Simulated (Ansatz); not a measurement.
# C in Ansatz: a series of runs

One slab, C, is run at these levels: HSE06; tasks: band structure, single point, equation of state.

Everything below comes from runs of Ansatz 0.2.0. Logs are shortened: lines on timing, memory, paths and dates and some standing lists are left out, and cuts for length are marked.

### Step 1. The structure

The cell holds a slab with vacuum, 2 atoms: a = 2.456 Å, b = 2.456 Å, c = 8.524 Å, α = 90.00°, β = 90.00°, γ = 120.00°.

### Step 2. Band structure, HSE06

The input, input:

```
crystal:
  lattice:
    - [2.4561701622, 0.0, 0.0]
    - [-1.2280850811, 2.1271057565, 0.0]
    - [0.0, 0.0, 8.52380336]
  atoms:
    - { symbol: C, position: [0.6666666667, 0.3333333333, 0.0] }
    - { symbol: C, position: [0.3333333333, 0.6666666667, 0.0] }
hamiltonian:
  xc: hse06
  pseudopotentials: { kind: paw }
kpoints:
  mp_grid: { grid: [8, 8, 2] }
  band_path:
    path:
      - [[0.0, 0.0, 0.0], [0.5, 0.0, 0.0], [0.3333333333, 0.3333333333, 0.0], [0.0, 0.0, 0.0], [0.0, 0.0, 0.5], [0.5, 0.0, 0.5], [0.3333333333, 0.3333333333, 0.5], [0.0, 0.0, 0.5]]
      - [[0.5, 0.0, 0.5], [0.5, 0.0, 0.0]]
      - [[0.3333333333, 0.3333333333, 0.0], [0.3333333333, 0.3333333333, 0.5]]
    npoints: 4
scf:
  occupations: { method: fermi_dirac, width: 0.05 }
  n_extra_bands: 6
output:
  forces: true
  stress: true
  eigenvalues: true
  fatbands: false
```

Potentials or basis: Ansatz PAW.

Standard output:

```text
Warning: output.stress: scf.convergence.dr2_threshold = 1e-7 eV (the SCF's general default) is looser than the 2e-10 eV advised for a printed stress (1e-10 eV for each atom of the cell: 2). What an SCF threshold leaves in a stress goes as its square root, and in the free energy as the threshold itself, and one threshold admits the most on a small cell: of the crystals measured, under no hybrid functional and no lock of the moments, on runs that ended without the residual-converged pass, on stresses that held no estimate of that error, the worst erred by over 100 MPa in a component at 1e-7 eV an atom and by under 5 at 1e-10. Set scf.convergence.dr2_threshold to 2e-10 eV or tighter. The threshold is an SCF's pass mark: one that does not reach it within its budget of iterations ends unconverged, or closes short of it on a stop that the run arms, and scf.convergence.dr2_threshold's page says what that costs each kind of run
Warning: output.stress: scf.exx.energy_threshold = 1e-6 eV is looser than the 2e-8 eV advised for a stress under a hybrid functional (1e-8 eV for each atom of the cell: 2). Every SCF of the exchange loop can meet its threshold on dr2 while the loop round them stops early: no threshold on dr2 bounds what that leaves in the stress. Set scf.exx.energy_threshold to 2e-8 eV or tighter. The threshold is the loop's pass mark: a loop that does not reach it within its budget of cycles ends unconverged, and scf.exx.energy_threshold's page has the law
scf.n_extra_bands = 6 over 4 filled bands (N_el = 8.0): the run solves 10 bands
GPUs: using 1 of 1 available (devices: 1).
Engine: ansatz 0.2.0, x86_64-unknown-linux-gnu
Pseudopotentials: kind: paw
Pseudopotential: C, paw, valence charge 4, recommended cutoff 420 eV (normal), C.paw.azcp
Functional definition: HSE06
  parameter a = 0.25
  parameter omega = 0.11/bohr
  exchange = pbe_x - a*pbe_x_sr(omega) + a*exact_x_sr(omega)
  correlation = pbe_c
device memory: the entry about to start is reckoned to put 0.4 GiB on a device that reports 53.1 GiB free (of which the cap on the GPU budget leaves the run 18.0 GiB)
GPU FFT provider: cuFFT
GPU libraries: cuBLAS 13.8.2, cuFFT 12.4.0, cuSOLVER 12.3.4
Crystal: 2 atoms, lattice volume = 44.533 Å³
Basis set: ecut = 420 eV, 839 PW (Γ), exchange–correlation on 36×36×120 points (8 copies of the dense FFT grid, shifted against one another)
Bands: 10, of which v1, the nominal top of the filled ones, is band 4 counted from 1 (3 counted from 0)
Symmetry: 24 space group operations
Space group: P6/mmm (ITA 191), of the structure as read, at distance tolerance 3.5e-5 Å
k-points: 20 of 128
Non-local potential: C, projectors of the file, l = 0: 2, l = 1: 2, l = 2: 1
PAW form: soft (Blöchl's): semilocal exchange-correlation on the pseudo side does not see the compensation charge
PAW frozen core: C, regenerated for the run's functional, and the local potential with it (the file was generated under x = pbe(κ = 0.804, μ = 0.2195149727645171), c = pbe(β = 0.06672455060314922))
PAW one-centre angular grid: C, 110 points (default); XC on 64 Gauss nodes
Initial density: superposition of atomic densities (neutral atoms: chi_scale 0, normalization atom), corrected by the library's trained network
Initial wavefunctions: pseudopotential atomic-orbital guess
GPU buffer pool allocated for 19440 grid points (all kernels)
GPU transforms: local potential and band sums: pruned to the plane-wave sphere, on 18×18×60
Functional: x = pbe(κ = 0.804, μ = 0.2195149727645171), c = pbe(β = 0.06672455060314922), warm-up for x = pbe(κ = 0.804, μ = 0.2195149727645171) + 0.25 (exact − pbe) at short range (hse, ω = 0.20786987370883472 Å⁻¹), c = pbe(β = 0.06672455060314922); HSE06 as pw.x's `hse` composes it (authors' and Libxc's form: `xc: wpbeh`)
SCF iter   1: F=—  HF=-501.881695 eV  |F-HF|=—  |Δ(HF+E_count)|=         —  Δρ=2.69e-3  dr2=2.81e-3  ethr=1.77e-3  ⟨swp⟩=8.8  Hψ=1116  notcnv=0
preconditioner: auto → none  [insulator: Δε(μ)=1.989 eV  Ē_g=18.488 eV  σ=0.050 eV  W_gap=1.00  n_scr=4 (ndim 8)  ℏωp=15.7 eV  f_vac=0.571  D(μ)=0.00/eV (n_scr^D=0)]
SCF iter   2: F=-501.881226 eV  HF=-501.881141 eV  |F-HF|=8.51e-5  |Δ(HF+E_count)|=   5.54e-4  Δρ=1.15e-3  dr2=2.90e-4  ethr=3.51e-5  ⟨swp⟩=3.7  Hψ=458  notcnv=0  defer=3
SCF 1 stopped early in 2 iterations: F = -501.881226 eV  dr2 = 2.90e-4
device memory: the entry about to start is reckoned to put 1.0 GiB on a device that reports 51.8 GiB free (of which the cap on the GPU budget leaves the run 18.0 GiB)
GPU FFT provider: cuFFT
GPU libraries: cuBLAS 13.8.2, cuFFT 12.4.0, cuSOLVER 12.3.4
Initial density: handed on by an earlier stage of this run
Initial wavefunctions: those handed on with the density
GPU buffer pool allocated for 19440 grid points (all kernels)
GPU transforms: local potential and band sums: pruned to the plane-wave sphere, on 18×18×60
Functional: x = pbe(κ = 0.804, μ = 0.2195149727645171) + 0.25 (exact − pbe) at short range (hse, ω = 0.20786987370883472 Å⁻¹), c = pbe(β = 0.06672455060314922); HSE06 as pw.x's `hse` composes it (authors' and Libxc's form: `xc: wpbeh`)
Exchange kernel: α = 0.2500, screened, ω = 0.2079 Å⁻¹, Wigner–Seitz truncation, v(0) = 1042.6533 eV·Å³, q-mesh 8×8×2, nearest image of the exchange supercell L = 17.05 Å, pair-density grid 12×12×40, without the augmentation charges, whose exchange is taken in its separable form by FFT convolution over the k-point mesh (sized by the pseudopotential files, 15×15×60 at the most), smooth part of the exact exchange by density-matrix convolution in up to 1.32 GiB of GPU memory as planned if the GPU has room (build and FFT work areas not counted)
Frozen-core exchange: fock
SCF iter   1: F=—  HF=-501.891851 eV  |F-HF|=—  |Δ(HF+E_count)|=         —  Δρ=5.70e-3  dr2=6.36e-3  ethr=3.63e-5  ⟨swp⟩=5.8  Hψ=847  notcnv=0
preconditioner: auto → none  [insulator: Δε(μ)=2.433 eV  Ē_g=20.420 eV  σ=0.050 eV  W_gap=1.00  n_scr=4 (ndim 8)  ℏωp=15.7 eV  f_vac=0.571  D(μ)=0.00/eV (n_scr^D=0)]
SCF iter   2: F=—  HF=-501.889554 eV  |F-HF|=—  |Δ(HF+E_count)|=   2.30e-3  Δρ=2.36e-3  dr2=8.62e-4  ethr=3.63e-5  ⟨swp⟩=3.0  Hψ=518  notcnv=0
iter 3 solved again at ethr=6.11e-7 eV; its pass at ethr=9.94e-6 eV (dr2=4.89e-5 eV) is discarded
SCF iter   3: F=—  HF=-501.890832 eV  |F-HF|=—  |Δ(HF+E_count)|=   1.28e-3  Δρ=5.83e-4  dr2=5.09e-5  ethr=6.11e-7  ⟨swp⟩=2.2  Hψ=778  notcnv=0
SCF iter   4: F=—  HF=-501.890843 eV  |F-HF|=—  |Δ(HF+E_count)|=   1.18e-5  Δρ=8.46e-5  dr2=1.88e-6  ethr=6.11e-7  ⟨swp⟩=4.3  Hψ=492  notcnv=0  defer=4
SCF iter   5: F=-501.890853 eV  HF=-501.890853 eV  |F-HF|=1.53e-7  |Δ(HF+E_count)|=   1.00e-5  Δρ=3.29e-5  dr2=2.84e-7  ethr=1.26e-8  ⟨swp⟩=4.5  Hψ=602  notcnv=0  defer=2
SCF 2 stopped early in 5 iterations: F = -501.890853 eV  dr2 = 2.84e-7
hybrid outer 1: dexx = +1.688e-3 eV, tail = 8.65e-6 eV
GPU FFT provider: cuFFT
GPU libraries: cuBLAS 13.8.2, cuFFT 12.4.0, cuSOLVER 12.3.4
GPU buffer pool allocated for 19440 grid points (all kernels)
GPU transforms: local potential and band sums: pruned to the plane-wave sphere, on 18×18×60
Exchange kernel: α = 0.2500, screened, ω = 0.2079 Å⁻¹, Wigner–Seitz truncation, v(0) = 1042.6533 eV·Å³, q-mesh 8×8×2, nearest image of the exchange supercell L = 17.05 Å, pair-density grid 12×12×40, without the augmentation charges, whose exchange is taken in its separable form by FFT convolution over the k-point mesh (sized by the pseudopotential files, 15×15×60 at the most), smooth part of the exact exchange by density-matrix convolution in up to 1.32 GiB of GPU memory as planned if the GPU has room (build and FFT work areas not counted)
Frozen-core exchange: fock
SCF iter   1: F=—  HF=-501.890917 eV  |F-HF|=—  |Δ(HF+E_count)|=         —  Δρ=3.82e-5  dr2=2.84e-7  ethr=5.40e-7  ⟨swp⟩=4.1  Hψ=479  notcnv=0
preconditioner: auto → none  [insulator: Δε(μ)=2.433 eV  Ē_g=20.388 eV  σ=0.050 eV  W_gap=1.00  n_scr=4 (ndim 8)  ℏωp=15.7 eV  f_vac=0.571  D(μ)=0.00/eV (n_scr^D=0)]
SCF iter   2: F=—  HF=-501.890917 eV  |F-HF|=—  |Δ(HF+E_count)|=   9.28e-8  Δρ=9.86e-6  dr2=1.51e-8  ethr=3.00e-9  ⟨swp⟩=3.1  Hψ=418  notcnv=0
SCF iter   3: F=-501.890917 eV  HF=-501.890917 eV  |F-HF|=1.75e-10  |Δ(HF+E_count)|=   4.02e-8  Δρ=1.02e-6  dr2=6.25e-9  ethr=1.12e-10  ⟨swp⟩=4.7  Hψ=531  notcnv=0  defer=1
SCF 3 converged in 3 iterations: F = -501.890917 eV  dr2 = 6.25e-9
  Residual-converged pass: ⟨swp⟩=2.9  Hψ=305  notcnv=0  max |occ|·‖R‖ = 2.4e-6 eV (tolerance 2.4e-6 eV)  dr2=6.25e-9  dr2_onsite=5.27e-12  max |Δocc| = 7.1e-21
hybrid outer 2: dexx = +1.178e-7 eV, tail = 1.59e-8 eV, Δε = 2.49e-3 eV (about 1.10e-4 eV left of the loop's levels)
device memory: the entry about to start is reckoned to put 0.3 GiB on a device that reports 45.1 GiB free (of which the cap on the GPU budget leaves the run 18.0 GiB)
NSCF: frozen V_eff on 39 k-points, pencils in batches of 32, up to order 48
hybrid SCF converged: 2 outer / 8 inner (+2 warm-up), last move |dexx| = 1.18e-7 eV, tail = 1.59e-8 eV
Stability not checked: this state was not tested for a lower state beside it, because the functional holds exact exchange (a hybrid, or Hartree-Fock), whose exchange loop this test does not read (fock_operator; see scf.lower_state_search)
Free energy (F): -501.890917 eV
Frozen-core exchange: fock
Harris-Foulkes:  -501.890917 eV  (|F-HF|=1.75e-10)
Internal energy: -501.890917 eV  (E = F + TS)
E sigma→0 (E₀):  -501.890917 eV
Fermi energy:    0.136464 eV
--- Per-component energies (eV) ---
  E_band       = -83.845685
  E_kinetic    = 181.673254
  E_local      = -1204.475370  (includes V_loc(G=0)·N_el)
  E_nonlocal   = 53.731691
  E_hartree    = 514.474950
  E_xc         = -77.723755
  E_vxc        = -95.265629  (∫ρ·V_xc dr)
  E_exx        = -17.997461  (= α·E_x^exact, valence–valence)
  E_paw        = -198.904060  (= ΣΔE_a)
  E_vpaw       = -12.464181  (= ΣTr[D̂ρ^β])
  E_aug_tail   = 0.000015  (compensation charges beyond the density's cutoff)
  E_ewald      = 247.364256
  E_core_change = -0.034436  (= ΣΔE_core)
  E_smearing   = -0.000000  (= −TS)
  E_closure    = -0.000000  (closes the sum)
  Σ components = -501.890917   (vs F -501.890917, Δ=5.68e-14)
--- Forces (eV/Å), atoms counted from 1 ---
  atom   1  C      0.00000000     0.00000000     0.00000000
  atom   2  C      0.00000000    -0.00000000     0.00000000
  max |Σ_I F_I| component: 3.70e-17 eV/Å
--- Stress (GPa, compression-positive) ---
       -1.355649      -0.000000       0.000000
        0.000000      -1.355649       0.000000
        0.000000       0.000000       0.002687
  P = ⅓ Tr σ = -0.9029 GPa (-9.029 kbar)
--- Band table (eV; the first three rows and the last of 20) ---
  k-point 0: bands = ["-21.9850", "-8.7677", "-3.8483", "-3.8483", "3.3700", "5.7694", "7.4127", "9.4941", "9.4941", "13.3851"]
  k-point 1: bands = ["-21.9850", "-8.7679", "-3.8486", "-3.8486", "4.1233", "4.1766", "9.4942", "9.4942", "9.5101", "11.4811"]
  k-point 2: bands = ["-21.5807", "-8.2695", "-5.3517", "-4.6097", "3.8812", "6.2689", "7.9017", "9.5516", "11.1094", "11.9847"]
  k-point 19: bands = ["-15.1995", "-14.1942", "-11.1635", "-1.0799", "1.3527", "11.5833", "13.2805", "13.4288", "13.6137", "13.8451"]
```

Run time: 43 s. Hardware: 1 × NVIDIA H100 80GB HBM3 with 2 threads of AMD EPYC 7R13 (Zen 3), shared host; peak memory 1.6 GiB.

What came out:

```
Free energy             : -501.8909 eV
Band gap along the path : none (metal or under the smearing width)
```

Levels at the corners of the path, in eV from the Fermi level:
| point | band 2 | band 3 | band 4 | band 5 | band 6 | band 7 |
| --- | --- | --- | --- | --- | --- | --- |
| Γ | -8.90 | -3.98 | -3.98 | 3.23 | 5.63 | 7.28 |
| M | -15.17 | -7.69 | -2.87 | 2.12 | 8.30 | 11.30 |
| K | -14.52 | -12.18 | 0.05 | 0.05 | 11.19 | 13.56 |
| Γ | -8.90 | -3.98 | -3.98 | 3.23 | 5.63 | 7.28 |
| A | -8.90 | -3.99 | -3.99 | 3.99 | 4.04 | 9.36 |
| L | -15.17 | -7.69 | -2.87 | 2.12 | 8.30 | 11.93 |
| H | -14.52 | -12.17 | 0.05 | 0.05 | 11.15 | 13.86 |
| A | -8.90 | -3.99 | -3.99 | 3.99 | 4.04 | 9.36 |
| L | -15.17 | -7.69 | -2.87 | 2.12 | 8.30 | 11.93 |
| M | -15.17 | -7.69 | -2.87 | 2.12 | 8.30 | 11.30 |
| K | -14.52 | -12.18 | 0.05 | 0.05 | 11.19 | 13.56 |
| H | -14.52 | -12.17 | 0.05 | 0.05 | 11.15 | 13.86 |

Caveat: the k mesh is coarse (spacing up to 0.37 Å⁻¹), so the values aren't converged, least of all with exact exchange; the PAW data sets come from PBE, with cores solved anew for the run's functional, which leaves a small shift of forces and pressure; the thresholds are loose for stress.

### Step 3. Single point, HSE06, 20.93 Å³/atom (volume scaled by 0.94)

The input, input:

```
crystal:
  lattice:
    - [2.4060301715, 0.0, 0.0]
    - [-1.2030150858, 2.0836832508, 0.0]
    - [0.0, 0.0, 8.3497993649]
  atoms:
    - { symbol: C, position: [0.6666666667, 0.3333333333, 0.0] }
    - { symbol: C, position: [0.3333333333, 0.6666666667, 0.0] }
hamiltonian:
  xc: hse06
  pseudopotentials: { kind: paw }
kpoints:
  mp_grid: { grid: [8, 8, 2] }
scf:
  occupations: { method: fermi_dirac, width: 0.05 }
output:
  forces: true
  stress: true
  eigenvalues: true
```

Potentials or basis: Ansatz PAW.

Standard output:

```text
Warning: output.stress: scf.convergence.dr2_threshold = 1e-7 eV (the SCF's general default) is looser than the 2e-10 eV advised for a printed stress (1e-10 eV for each atom of the cell: 2). What an SCF threshold leaves in a stress goes as its square root, and in the free energy as the threshold itself, and one threshold admits the most on a small cell: of the crystals measured, under no hybrid functional and no lock of the moments, on runs that ended without the residual-converged pass, on stresses that held no estimate of that error, the worst erred by over 100 MPa in a component at 1e-7 eV an atom and by under 5 at 1e-10. Set scf.convergence.dr2_threshold to 2e-10 eV or tighter. The threshold is an SCF's pass mark: one that does not reach it within its budget of iterations ends unconverged, or closes short of it on a stop that the run arms, and scf.convergence.dr2_threshold's page says what that costs each kind of run
Warning: output.stress: scf.exx.energy_threshold = 1e-6 eV is looser than the 2e-8 eV advised for a stress under a hybrid functional (1e-8 eV for each atom of the cell: 2). Every SCF of the exchange loop can meet its threshold on dr2 while the loop round them stops early: no threshold on dr2 bounds what that leaves in the stress. Set scf.exx.energy_threshold to 2e-8 eV or tighter. The threshold is the loop's pass mark: a loop that does not reach it within its budget of cycles ends unconverged, and scf.exx.energy_threshold's page has the law
GPUs: using 1 of 1 available (devices: 1).
Engine: ansatz 0.2.0, x86_64-unknown-linux-gnu
Pseudopotentials: kind: paw
Pseudopotential: C, paw, valence charge 4, recommended cutoff 420 eV (normal), C.paw.azcp
Functional definition: HSE06
  parameter a = 0.25
  parameter omega = 0.11/bohr
  exchange = pbe_x - a*pbe_x_sr(omega) + a*exact_x_sr(omega)
  correlation = pbe_c
device memory: the entry about to start is reckoned to put 0.4 GiB on a device that reports 47.1 GiB free (of which the cap on the GPU budget leaves the run 18.0 GiB)
GPU FFT provider: cuFFT
GPU libraries: cuBLAS 13.8.2, cuFFT 12.4.0, cuSOLVER 12.3.4
Crystal: 2 atoms, lattice volume = 41.861 Å³
Basis set: ecut = 420 eV, 813 PW (Γ), exchange–correlation on 36×36×120 points (8 copies of the dense FFT grid, shifted against one another)
Bands: 8, of which v1, the nominal top of the filled ones, is band 4 counted from 1 (3 counted from 0)
Symmetry: 24 space group operations
Space group: P6/mmm (ITA 191), of the structure as read, at distance tolerance 3.5e-5 Å
k-points: 20 of 128
Non-local potential: C, projectors of the file, l = 0: 2, l = 1: 2, l = 2: 1
PAW form: soft (Blöchl's): semilocal exchange-correlation on the pseudo side does not see the compensation charge
PAW frozen core: C, regenerated for the run's functional, and the local potential with it (the file was generated under x = pbe(κ = 0.804, μ = 0.2195149727645171), c = pbe(β = 0.06672455060314922))
PAW one-centre angular grid: C, 110 points (default); XC on 64 Gauss nodes
Initial density: superposition of atomic densities (neutral atoms: chi_scale 0, normalization atom), corrected by the library's trained network
Initial wavefunctions: pseudopotential atomic-orbital guess
GPU buffer pool allocated for 19440 grid points (all kernels)
[... 32 lines left out ...]
Frozen-core exchange: fock
SCF iter   1: F=—  HF=-501.843987 eV  |F-HF|=—  |Δ(HF+E_count)|=         —  Δρ=3.85e-5  dr2=2.63e-7  ethr=5.35e-7  ⟨swp⟩=4.3  Hψ=392  notcnv=0
preconditioner: auto → none  [insulator: Δε(μ)=2.540 eV  Ē_g=19.210 eV  σ=0.050 eV  W_gap=1.00  n_scr=4 (ndim 8)  ℏωp=16.2 eV  f_vac=0.565  D(μ)=0.00/eV (n_scr^D=0)]
SCF iter   2: F=—  HF=-501.843987 eV  |F-HF|=—  |Δ(HF+E_count)|=   1.23e-7  Δρ=9.14e-6  dr2=1.34e-8  ethr=2.79e-9  ⟨swp⟩=3.8  Hψ=373  notcnv=0  defer=3
SCF iter   3: F=-501.843987 eV  HF=-501.843987 eV  |F-HF|=8.45e-10  |Δ(HF+E_count)|=   8.10e-8  Δρ=1.17e-6  dr2=6.46e-9  ethr=8.98e-11  ⟨swp⟩=5.2  Hψ=485  notcnv=0  defer=10
SCF 3 converged in 3 iterations: F = -501.843987 eV  dr2 = 6.46e-9
  Residual-converged pass: ⟨swp⟩=2.8  Hψ=259  notcnv=0  max |occ|·‖R‖ = 2.4e-6 eV (tolerance 2.4e-6 eV)  dr2=6.46e-9  dr2_onsite=5.46e-12  max |Δocc| = 1.7e-22
hybrid outer 2: dexx = +1.182e-7 eV, tail = 1.63e-8 eV, Δε = 2.28e-3 eV (about 1.04e-4 eV left of the loop's levels)
hybrid SCF converged: 2 outer / 8 inner (+2 warm-up), last move |dexx| = 1.18e-7 eV, tail = 1.63e-8 eV
Stability not checked: this state was not tested for a lower state beside it, because the functional holds exact exchange (a hybrid, or Hartree-Fock), whose exchange loop this test does not read (fock_operator; see scf.lower_state_search)
Free energy (F): -501.843987 eV
Frozen-core exchange: fock
Harris-Foulkes:  -501.843987 eV  (|F-HF|=8.45e-10)
Internal energy: -501.843987 eV  (E = F + TS)
E sigma→0 (E₀):  -501.843987 eV
Fermi energy:    0.525746 eV
--- Per-component energies (eV) ---
  E_band       = -82.801938
  E_kinetic    = 185.531093
  E_local      = -1219.786079  (includes V_loc(G=0)·N_el)
  E_nonlocal   = 54.749486
  E_hartree    = 521.233825
  E_xc         = -78.498123
  E_vxc        = -96.262369  (∫ρ·V_xc dr)
  E_exx        = -18.311168  (= α·E_x^exact, valence–valence)
  E_paw        = -199.247756  (= ΣΔE_a)
  E_vpaw       = -12.878752  (= ΣTr[D̂ρ^β])
  E_aug_tail   = 0.000018  (compensation charges beyond the density's cutoff)
  E_ewald      = 252.519154
  E_core_change = -0.034436  (= ΣΔE_core)
  E_smearing   = -0.000000  (= −TS)
  E_closure    = 0.000000  (closes the sum)
  Σ components = -501.843987   (vs F -501.843987, Δ=5.68e-14)
--- Forces (eV/Å), atoms counted from 1 ---
  atom   1  C     -0.00000000     0.00000000     0.00000000
  atom   2  C      0.00000000    -0.00000000     0.00000000
  max |Σ_I F_I| component: 2.59e-16 eV/Å
--- Stress (GPa, compression-positive) ---
       10.308983      -0.000000       0.000000
       -0.000000      10.308983       0.000000
        0.000000       0.000000      -0.009359
  P = ⅓ Tr σ = 6.8695 GPa (68.695 kbar)
--- Band table (eV; the first three rows and the last of 20) ---
  k-point 0: bands = ["-22.1329", "-8.8332", "-3.4396", "-3.4396", "3.5551", "6.0812", "7.7853", "10.3176"]
  k-point 1: bands = ["-22.1328", "-8.8334", "-3.4391", "-3.4391", "4.3302", "4.4205", "9.9959", "10.3187"]
  k-point 2: bands = ["-21.7141", "-8.3108", "-4.9805", "-4.2507", "4.0874", "6.6027", "8.2927", "10.4145"]
  k-point 19: bands = ["-15.0237", "-14.1177", "-11.1453", "-0.7445", "1.7959", "12.1169", "13.9435", "14.1582"]
```

It used 8.7 s of CPU time on 1 × NVIDIA H100 80GB HBM3 with 2 threads of AMD EPYC 7R13 Processor (Zen 3), with other jobs on the host, which was overloaded at the time.

What came out:

```yaml
Free_energy: -501.8440 eV
Band_gap_on_the_k_mesh: 2.54 eV, direct
```

Caveat: the PAW data sets come from PBE, with cores solved anew for the run's functional, which leaves a small shift of forces and pressure; the thresholds are loose for stress.

(Continued in part 2 of 2.)
